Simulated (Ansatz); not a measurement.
The system is ZnSe.

```
CELL_PARAMETERS angstrom
4.10770 0.00000 0.00000
0.00000 4.10770 0.00000
0.00000 0.00000 6.07035
ATOMIC_POSITIONS crystal
Se 0.50000 0.00000 0.75372
Se 0.00000 0.50000 0.24628
Zn 0.50000 0.50000 0.00000
Zn 0.00000 0.00000 0.00000
```

Measurements of this composition are mostly on another form, of space group No. 216.

Base run:

```yaml
Program: Ansatz 0.2.0
Functional: HSE06 form with a typed share of exact exchange
Potentials_or_basis: Ansatz PAW
Cutoff: "420 eV (not typed: the program's choice for these potentials)"
k_mesh: 4 × 4 × 3
Occupations: fermi-dirac, width 0.05 eV
Spin: no spin polarisation
```

Its results: band gap on the k mesh 3.58 eV, direct; pressure -1.5 GPa; largest force 0.554 eV/Å.

Question: The run is repeated on the same cell with these changes: share of exact exchange from 0.4 to 0.5. What comes out?

Answer: Band gap on the k mesh 4.01 eV, direct; pressure -1.8 GPa; largest force 0.654 eV/Å.

Caveats: odd divisions of the mesh miss points on the zone boundary, where band edges often lie, so the gap on the mesh can be too wide; the PAW data sets come from PBE, with cores solved anew for the run's functional, which leaves a small shift of forces and pressure; the thresholds are loose for stress.

A k mesh can miss the band edges.
